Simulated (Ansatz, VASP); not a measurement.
Se in VASP and in Ansatz

The input INCAR:

```
PREC     = Accurate       # precision mode
ENCUT    = 520            # plane-wave cutoff, eV
EDIFF    = 1E-7           # SCF threshold, eV
ISMEAR   = 0              # smearing method
SIGMA    = 0.1            # smearing width, eV
LREAL    = F              # projectors in reciprocal space
LASPH    = T              # aspherical terms in the spheres
NELM     = 80             # most SCF steps
ALGO     = Normal         # electronic algorithm
ISIF     = 2              # what is computed and relaxed
LWAVE    = F              # write WAVECAR
LCHARG   = F              # write CHGCAR
GGA      = PE             # functional
NBANDS   = 13             # bands
```

KPOINTS

```
Automatic mesh
0
Gamma
  12 12 12
```

POSCAR

```
Se
1.0
    0.0000000000      3.1466954000      3.1466954000
    3.1466954000      0.0000000000      3.1466954000
    2.8966500744      2.8966500744      0.2500453256
Se
2
Direct
    0.4769101755      0.4769101755      0.5692694736
    0.7730898245      0.7730898245      0.6807305264
```

Input for Ansatz:

```yaml
crystal:
  lattice:
    - [0.0, 3.1466954, 3.1466954]
    - [3.1466954, 0.0, 3.1466954]
    - [2.8966500744, 2.8966500744, 0.2500453256]
  atoms:
    - { symbol: Se, position: [0.4769101755, 0.4769101755, 0.5692694736] }
    - { symbol: Se, position: [0.7730898245, 0.7730898245, 0.6807305264] }
basis:
  ecutwfc: 420
kpoints:
  mp_grid: { grid: [12, 12, 12] }
hamiltonian:
  xc: pbe
scf:
  occupations: { method: gaussian, width: 0.1 }
output:
  forces: true
  stress: true
  eigenvalues: true
```

Alike in both runs: task single point; functional PBE; k mesh 12 × 12 × 12; occupations gaussian, width 0.1 eV; no spin polarisation.

|  | VASP | Ansatz |
| --- | --- | --- |
| version | VASP 6.6.1 | Ansatz 0.2.0 |
| potentials or method | VASP PAW PBE potentials, release 64 (Se) | scalar-relativistic, plane waves, PAW |
| plane-wave cutoff (eV) | 520 | 420 |
| valence electrons in the cell | 12 | 32 |

VASP gave:

```
gap on the k mesh at the Fermi level (eV)       : none
pressure (GPa)                                  : 4.5
largest component of the traceless stress (GPa) : 2.63
rms of the force components (eV/Å)              : 0.063
```

Question: Estimate Ansatz's values.

Answer: gap on the k mesh at the Fermi level (eV): none; pressure (GPa): 4.5; largest component of the traceless stress (GPa): 2.64; rms of the force components (eV/Å): 0.061.

Atom by atom the forces differ by 0.002 eV/Å (rms over components). A gap of «none» marks a metal or a gap that the smearing closes. The two sets of potentials don't hold the same shells in valence.
